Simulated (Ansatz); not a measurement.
From formation energies to a reaction energy: Cd3S2

Computed with DFT PBE, scalar-relativistic, plane waves, PAW in Ansatz. Settings: cutoff 420 eV, Γ-centred meshes spaced at most about 0.3 Å⁻¹, and about 0.25 Å⁻¹ or finer for metals (2π included), Gaussian smearing. No spin polarisation.

Energies over the elements count from the elements' standard structures at the same level, with no fitted energy shifts.

These are static total energies at zero pressure. The reference form of S is held partly by dispersion forces, which this level lacks.

A trial structure of Cd3S2 (reached from: Br2Cl3 type (R-3m); relaxed: space group R-3m (No. 166), a = 8.004 Å, c = 8.347 Å) has a formation energy of 0.059 eV/atom. At its composition the lowest mixture among the elements and 1 reference phase computed alike (others may be missing) consists of these:

```
       phase   source  ΔE_f (eV/atom)
  Cd (solid)  element          -0.006
CdS (P6_3mc)      COD          -0.660
```

The lowest database cell of Cd (-0.006) lies slightly below the reference, hence the non-zero entry.

Question: Write the balanced decomposition and find its energy per atom, per formula unit and per mole of formula units.

Answer: Balancing Cd and S gives Cd3S2 → Cd + 2 CdS. The left side holds 5 atoms, and the products take 1/5 (Cd) and 4/5 (CdS) of them. The mixture therefore lies at 1/5 × (-0.006) + 4/5 × (-0.660) = -0.529 eV/atom. The reaction energy is -0.529 − (0.059) = -0.588 eV/atom. Times 5 atoms that is -2.940 eV per Cd3S2, and times 96.485 it is -284 kJ per mole of Cd3S2. Decomposition is downhill, so the trial structure is unstable against this mixture.
